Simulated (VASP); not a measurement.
SnS2, 6 atoms in the cell. The cell holds a slab with vacuum, 6 atoms: a = 3.664 Å, b = 3.664 Å, c = 26.802 Å, α = 90.00°, β = 90.00°, γ = 120.00°. 

| Item | Value |
| --- | --- |
| Program | VASP 6.6.1 |
| Task | relaxation of cell and atoms |
| Functional | PBE |
| Dispersion | D3(BJ) |
| Potentials or basis | VASP PAW PBE potentials, release 64 (S, Sn_d) |
| Cutoff | 600 eV |
| k mesh | 12 × 12 × 1 |
| Occupations | gaussian, width 0.03 eV |
| Spin | no spin polarisation |
| Further INCAR settings | ALGO = Normal; EDIFF = 1e-07; IBRION = 2; EDIFFG = -0.005; NSW = 90; ISIF = 3 |

Potentials or basis: VASP PAW PBE potentials, release 64 (S, Sn_d).

Run with:

```bash
$ cat potpaw_PBE.64/S/POTCAR potpaw_PBE.64/Sn_d/POTCAR > POTCAR
$ mpirun -np 4 vasp_std > vasp.out
```

Hardware: 4 MPI ranks on AMD EPYC 7R43 64-Core Processor (Zen 3), on a shared host.

**Question.** Estimate the wall time of this run.

**Answer.** It took 27 min on 4 MPI ranks on AMD EPYC 7R43 64-Core Processor (Zen 3), with other jobs on the host, peak memory 0.57 GiB a rank. Counts: scf iterations 134, k points 19, ion steps 18.
